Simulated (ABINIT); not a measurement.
A calculation with ABINIT 10.8.3 (patched build) of SiO2 (ASE script, structure typed inline):

Contents of run.py:

```python
import json, os
import numpy as np
from ase.units import GPa
from ase.calculators.abinit import Abinit, AbinitProfile
from ase import Atoms

atoms = Atoms(['Si', 'Si', 'Si', 'Si', 'O', 'O', 'O', 'O', 'O', 'O', 'O', 'O'],
              cell=[[-4.47204052, 4.47204052, 2.61177035], [4.47204052, -4.47204052, 2.61177035], [4.47204052, 4.47204052, -2.61177035]],
              scaled_positions=[[0.82311142, 0.82311142, 0.64622284], [0.17688858, 0.82311142, 0.0], [0.82311142, 0.17688858, 0.0], [0.17688858, 0.17688858, 0.35377716], [0.0, 0.79145134, 0.79145134], [0.20854866, 0.0, 0.20854866], [0.79145134, 0.0, 0.79145134], [0.0, 0.20854866, 0.20854866], [0.0, 0.0, 0.5], [0.5, 0.0, 0.0], [0.0, 0.5, 0.0], [0.5, 0.5, 0.5]],
              pbc=True)

profile = AbinitProfile(command='mpirun --bind-to none -np 4 abinit', pp_paths=[os.path.abspath('pseudos')])
params = dict(
    pps='pawxml', xc='PBE',
    ecut=625.8619,
    pawecutdg=1224.5124,
    pawxcdev=0,
    pawovlp=30,
    kptopt=1,
    ngkpt=[6, 6, 6],
    nshiftk=1,
    shiftk=[0.0, 0.0, 0.0],
    ixc=11,
    nband=40,
    occopt=3,
    tsmear=0.05,
    nstep=100,
    tolvrs=1e-09,
    prtwf=0,
    prtden=0,
)

atoms.calc = Abinit(profile=profile, directory='run', **params)
energy = atoms.get_potential_energy()
forces = atoms.get_forces()
stress = atoms.get_stress()
print(f'energy {energy:.6f} eV')
print('forces (eV/A)')
print(np.round(forces, 5))
print('stress (GPa, Voigt, tension positive)', np.round(stress / GPa, 4))
json.dump(dict(energy=energy, forces=forces.tolist(), stress=stress.tolist(), cell=atoms.cell.tolist(), frac=atoms.get_scaled_positions(wrap=False).tolist()), open('results.json', 'w'))
```

Potentials or basis: JTH PAW PBE v2.0.

Command:

```console
$ python run.py
```

The cell comes from a database or a generator and needn't be the stable form of this composition.

Question: Write the same calculation in another form: native input, structure typed inline.

Answer: As run:

The input run.abi:

```
# Pseudopotentials
pp_dirpath "./"
pseudos "Si.GGA_PBE-JTH.xml, O.GGA_PBE-JTH.xml"

# Structure
acell 6.842487646 6.842487646 6.842487646 Angstrom
rprim
    -0.6535693963     0.6535693963     0.3816989500
     0.6535693963    -0.6535693963     0.3816989500
     0.6535693963     0.6535693963    -0.3816989500
ntypat 2
znucl 14 8
natom 12
typat 1 1 1 1 2 2 2 2 2 2 2 2
xred
     0.8231114200     0.8231114200     0.6462228400
     0.1768885800     0.8231114200     0.0000000000
     0.8231114200     0.1768885800     0.0000000000
     0.1768885800     0.1768885800     0.3537771600
     0.0000000000     0.7914513400     0.7914513400
     0.2085486600     0.0000000000     0.2085486600
     0.7914513400     0.0000000000     0.7914513400
     0.0000000000     0.2085486600     0.2085486600
     0.0000000000     0.0000000000     0.5000000000
     0.5000000000     0.0000000000     0.0000000000
     0.0000000000     0.5000000000     0.0000000000
     0.5000000000     0.5000000000     0.5000000000

# Plane-wave basis
ecut 23.0
pawecutdg 45.0
pawxcdev 0
pawovlp 30

# k points
kptopt 1
ngkpt 6 6 6
nshiftk 1
shiftk 0.0 0.0 0.0

# Exchange and correlation
ixc 11

# Bands and occupations
nband 40
occopt 3
tsmear 0.05 eV

# SCF cycle
nstep 100
tolvrs 1.0e-9

# Output
iomode 3
prtwf 0
prtden 0
prteig 0
prtebands 0
```

Potentials or basis: JTH PAW PBE v2.0.

The run is started by

```console
$ mpirun --bind-to none -np 4 abinit run.abi > log 2>&1
```

Both were run:

|  | ASE script, structure typed inline | native input, structure typed inline |
| --- | --- | --- |
| Pressure | 2.1 GPa | 2.1 GPa |
| Largest force | 0.139 eV/Å | 0.139 eV/Å |
| Band gap on the k mesh | 5.44 eV, indirect (least direct gap 5.45 eV) | 5.44 eV, indirect (least direct gap 5.45 eV) |

Keys that steer only the numerical path or the files written may differ.

Caveat: the atomic spheres overlap.
